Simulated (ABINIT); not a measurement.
The system is PbS (Galena).

```
Pb S
1.0
     0.00000    2.96575    2.96575
     2.96575    0.00000    2.96575
     2.96575    2.96575    0.00000
Pb S
1 1
Direct
  0.00000 0.00000 0.00000
  0.50000 0.50000 0.50000
```

- Program: ABINIT 10.8.3 (patched build)
- Task: relaxation of cell and atoms
- Functional: LDA
- Potentials or basis: JTH PAW LDA v2.0 sp
- Cutoff: 544 eV
- k mesh: 6 × 6 × 6
- Occupations: fermi-dirac, width 0.05 eV
- Spin: no spin polarisation

At the start: pressure -2.5 GPa; volume 26.09 Å³/atom.

Question: Where does the relaxation end?

Answer: Over 4 steps the energy falls by 8.6 meV/atom and the volume is 25.01 Å³/atom (-4.1 %); space group Fm-3m (No. 225, to 0.05 Å).

The path:
| step | energy change (eV) | largest force (eV/Å) | pressure (GPa) | volume (Å³) |
| --- | --- | --- | --- | --- |
| 1 | 0.0000 | 0.0000 | -2.50 | 52.17 |
| 2 | -0.0057 | 0.0000 | -2.07 | 51.77 |
| 3 | -0.0173 | 0.0000 | 0.09 | 49.96 |
| 4 | -0.0173 | 0.0000 | 0.00 | 50.03 |

Final structure:
```
CELL_PARAMETERS angstrom
0.00000 2.92455 2.92455
2.92455 0.00000 2.92455
2.92455 2.92455 0.00000
ATOMIC_POSITIONS crystal
Pb 0.00000 0.00000 0.00000
S 0.50000 0.50000 0.50000
```

Caveat: this set keeps more shells in the core, which shifts pressures and gaps.
